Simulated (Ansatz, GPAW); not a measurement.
# A Pd chain with two C atoms in line: relaxation, then transmission at several levels, part 4 of 4

How well does a Pd chain with two C atoms in line conduct once its atoms have relaxed, and how much do cheaper levels lose?

GPAW 26.7.0 and Ansatz 0.2.0; Ansatz plane waves; relaxation of the junction with the lead ends held (the session's first sound run).

So far, transmission at the Fermi level (one spin): step 3 (plane waves, PBE) 2.47; step 5 (single-zeta polarised basis, PBE, GPAW) 2.01; step 6 (minimal basis, PBE, GPAW) 1.88; step 7 (RPBE in the dzp basis: xc = "RPBE") 2.47; step 8 (the structure as built: geometry = "as built", PBE, GPAW) 2.83.

## (11) Temperature 30, mixing 0.15, mixing history 3

Temperature enters only through the Fermi window. Mixing changes the road to self-consistency, not its end. The mixing history changes the road to self-consistency, not its end. The SCF mesh sets the Fermi level of the repeated cell.

This step: GPAW LCAO, PAW setups; Landauer transmission from Green's functions with principal layers (ASE), zero bias (GPAW 26.7.0).

File run.py:

```python
import json
import numpy as np
from ase import Atoms
from ase.transport.calculators import TransportCalculator
from gpaw import GPAW, FermiDirac
from gpaw.lcao.tools import get_lcao_hamiltonian
from scipy.linalg import eigh

# The junction with lead layers at both ends, along the third cell vector
device = Atoms(
    ['Pd', 'Pd', 'Pd', 'Pd', 'Pd', 'Pd', 'Pd', 'Pd', 'C', 'C', 'Pd', 'Pd', 'Pd', 'Pd', 'Pd', 'Pd', 'Pd', 'Pd'],
    positions=[
        [4.50000, 4.50000, 1.25000],
        [4.50000, 4.50000, 3.75000],
        [4.50000, 4.50000, 6.25000],
        [4.50000, 4.50000, 8.75000],
        [4.50000, 4.50000, 11.25000],
        [4.50000, 4.50000, 13.75000],
        [4.48710, 4.24994, 16.33299],
        [4.49330, 5.10719, 18.79022],
        [4.47704, 4.61956, 20.61789],
        [4.44232, 4.40367, 21.88615],
        [4.31041, 3.92956, 23.71242],
        [4.56480, 4.76021, 26.16578],
        [4.50000, 4.50000, 28.74700],
        [4.50000, 4.50000, 31.24700],
        [4.50000, 4.50000, 33.74700],
        [4.50000, 4.50000, 36.24700],
        [4.50000, 4.50000, 38.74700],
        [4.50000, 4.50000, 41.24700]],
    cell=[[9.0, 0.0, 0.0], [0.0, 9.0, 0.0], [0.0, 0.0, 42.497]],
    pbc=True)

# One principal layer of the lead: the first 5 atoms of the device
lead = Atoms(
    ['Pd', 'Pd', 'Pd', 'Pd', 'Pd'],
    positions=[
        [4.50000, 4.50000, 1.25000],
        [4.50000, 4.50000, 3.75000],
        [4.50000, 4.50000, 6.25000],
        [4.50000, 4.50000, 8.75000],
        [4.50000, 4.50000, 11.25000]],
    cell=[[9.0, 0.0, 0.0], [0.0, 9.0, 0.0], [0.0, 0.0, 12.5]],
    pbc=True)

settings = dict(mode='lcao', basis='dzp', xc='PBE', h=0.2,
                occupations=FermiDirac(0.1), maxiter=250,
                mixer=dict(beta=0.15, nmaxold=3, weight=100.0),
                convergence=dict(density=0.0001))
energies = np.arange(-2, 2 + 1e-9, 0.025)
eta = 0.0001
n1, n2 = 1, 1
# k and -k transmit alike, so half of the mesh across the current serves
mesh = [(i, j) for i in range(n1) for j in range(n2) if (i, j) <= (-i % n1, -j % n2)]
weights = np.array([1 if (i, j) == (-i % n1, -j % n2) else 2 for i, j in mesh]) / (n1 * n2)

# [... helper functions left out ...]
fermi_lead = ground_state(lead, (1, 1, 9), 'lead.txt')
fermi_device = ground_state(device, (1, 1, 6), 'device.txt')
# [... loop over the mesh left out, but for ...]
        # Shift the lead onto the potential of the device's first layer
        shift = ((H[:, 0, 0] - H0[:, 0, 0]) / S0[0, 0]).real.mean()
# [...]
kT = 8.617333e-5 * 30
bias = [0.1, 0.2, 0.5, 1.0, 1.5, 2.0]
# [... integrals and printing left out ...]
```

Run with:

```bash
$ OMP_NUM_THREADS=1 OPENBLAS_NUM_THREADS=1 python run.py
```

Log:

```text
basis functions: device 458, principal layer 135
Fermi level: lead -4.0200 eV, device -4.1123 eV; lead shifted by -0.0008 eV
largest coupling past the next layer 1.07e-04 eV, largest misfit of the first layer 0.043 eV
  E-E_F (eV)   T (one spin)  channels
    -2.000    1.0103e+00    3.0000
    -1.975    1.0139e+00    3.0000
    -1.950    1.0217e+00    3.0000
    -1.925    1.0319e+00    3.0000
    -1.900    1.0611e+00    3.0000
    -1.875    1.0708e+00    3.0000
    -1.850    1.0915e+00    3.0000
    -1.825    1.1160e+00    3.0000
    -1.800    1.1437e+00    3.0000
    -1.775    1.1746e+00    3.0000
    -1.750    1.2088e+00    3.0000
    -1.725    1.2460e+00    3.0000
    -1.700    1.2862e+00    3.0000
    -1.675    1.3290e+00    3.0000
    -1.650    1.3740e+00    3.0000
    -1.625    1.4204e+00    3.0000
[...]
1.825    6.6583e-02    1.0000
     1.850    6.6773e-02    1.0000
     1.875    6.6991e-02    1.0000
     1.900    6.7236e-02    1.0000
     1.925    6.7507e-02    1.0000
     1.950    6.7803e-02    1.0000
     1.975    6.8125e-02    1.0000
     2.000    6.8472e-02    1.0000
conductance at 30 K: 2.4731 G0 a cell; thermopower 2.254 uV/K
current from the zero-bias T(E) at 0.1 V: 18.696 uA
current from the zero-bias T(E) at 0.2 V: 35.25 uA
current from the zero-bias T(E) at 0.5 V: 68.994 uA
current from the zero-bias T(E) at 1.0 V: 104.37 uA
current from the zero-bias T(E) at 1.5 V: 136.59 uA
current from the zero-bias T(E) at 2.0 V: 158.54 uA
```

The job ended after 24 min (1 thread of Arm Neoverse V2, shared host; peak memory 1.6 GiB).

Numbers from this step:

```
conductance                                 : 2.473 G₀
thermopower                                 : 2.254 μV/K
largest misfit of the first principal layer : 0.04258 eV
shift that aligns the lead                  : -7.94e-4 eV
transmission at the Fermi level (one spin)  : 2.482
```

One spin. Transmission, zone mean against energy, zero at the Fermi level:

```csv
energy (eV),"transmission, zone mean"
-2.000,1.01
-1.800,1.14
-1.600,1.47
-1.400,1.74
-1.375,1.74
-1.200,1.46
-1.000,0.549
-0.800,1.81
-0.775,1.86
-0.600,1.29
-0.500,1.94
-0.400,1.66
-0.200,2.34
-0.100,2.76
0.000,2.48
0.200,0.392
0.400,0.229
0.600,0.149
0.800,0.107
1.000,0.0855
1.200,0.0742
1.400,0.0684
1.600,0.0662
1.800,0.0664
2.000,0.0685
```

Crossings of the lead's bands, unfolded to its shortest repeat. Table of open channels, zone mean by energy, zero at the Fermi level:

```csv
energy (eV),"open channels, zone mean"
-2.000,3
-1.900,3
-1.800,3
-1.700,3
-1.600,3
-1.500,3
-1.400,3
-1.300,3
-1.200,3
-1.100,3
-1.000,5
-0.900,5
-0.800,5
-0.700,5
-0.600,5
-0.500,5
-0.400,4
-0.300,4
-0.200,4
-0.100,4
0.000,4
0.100,4
0.200,1
0.300,1
0.400,1
0.500,1
0.600,1
0.700,1
0.800,1
0.900,1
1.000,1
1.100,1
1.200,1
1.300,1
1.400,1
1.500,1
1.600,1
1.700,1
1.800,1
1.900,1
2.000,1
```

Not self-consistent under bias; the bias window is split evenly. Table of current through one cell, from the zero-bias transmission by bias:

```csv
bias (V),"current through one cell, from the zero-bias transmission (μA)"
0.100,18.7
0.200,35.3
0.500,69.0
1.000,104
1.500,137
2.000,159
```

Transmission of the three most open eigenchannels against energy, zero at the Fermi level:

```csv
energy (eV),channel 1,channel 2,channel 3
-2.000,0.780,0.224,0.00627
-1.800,0.860,0.255,0.0281
-1.600,0.922,0.449,0.0958
-1.400,0.930,0.634,0.173
-1.200,0.857,0.443,0.160
-1.000,0.522,0.0172,0.00941
-0.800,0.824,0.725,0.261
-0.600,0.684,0.434,0.168
-0.400,0.993,0.489,0.177
-0.200,0.864,0.854,0.620
0.000,0.946,0.888,0.647
0.200,0.392,2.5e-7,1.4e-11
0.400,0.229,2.5e-7,0
0.600,0.149,2.6e-7,0
0.800,0.107,2.7e-7,0
1.000,0.0855,2.8e-7,0
1.200,0.0742,2.9e-7,0
1.400,0.0684,2.9e-7,0
1.600,0.0662,3.0e-7,0
1.800,0.0664,3.1e-7,0
2.000,0.0685,3.2e-7,0
```

With these changes, and at 30 K in place of 300 K, the conductance is 2.47 G₀ against 2.34 in the dzp run; T at the Fermi level, which temperature doesn't enter, is 2.48 against 2.46.

## (12) Results

```
conductance                                        : 2.34 G₀
transmission at the Fermi level, mean of the spins : 2.46
open channels of the lead there                    : 4
```

In the dzp basis the junction conducts 2.34 G₀ at 300 K, with T = 2.46 a spin at the Fermi level; no smaller basis tried comes within 10 % of that conductance. Relaxation moved atoms by up to 0.61 Å and took the conductance from 2.79 to 2.34 G₀, as a ratio a smaller change than the step from dzp to the minimal basis. Plane waves (PBE) give T = 2.47 there. The scatterer reflects about 39 % of the incoming channels at the Fermi level. At the Fermi level the three most open eigenchannels pass 0.94, 0.88 and 0.63. Measured against the first run (pw-pbe), the nearest curve is that of dzp-RPBE (r.m.s. 0.21) and the farthest that of asbuilt (0.40). Over the compared runs wall time goes from 137 s (pw-pbe) to 387 s (dzp), on a shared host; the plane-wave run used 4 threads and the orbital runs 1. The leads kept an estimated spacing and the cell its length, so the junction may be under some tension or compression. The run had no spin polarisation, so a magnetic state, which chains and small molecules with open shells often have, wasn't tested. An evenly spaced straight chain is an idealisation: free chains tend to dimerise, zigzag or, where a band edge lies near the Fermi level, turn magnetic. The currents use the zero-bias T(E) throughout, which holds only while the bias is small against the distance to the nearest feature. Within about eight thermal energies of the Fermi level ln T(E) bends sharply from one computed energy to the next, or the lead's channel count changes, so the thermal averages, above all the thermopower, rest on an interpolation that may be rough.

[Logs are printed without paths, hosts, clocks, repeated set-up lines and the standing remarks that a program may print on its own settings, such as how far it seeks lower states.]

[Hosts, paths, dates, database ids (printed as entryN), source tags and the programs' standing remarks are cut or masked in the printed files.]
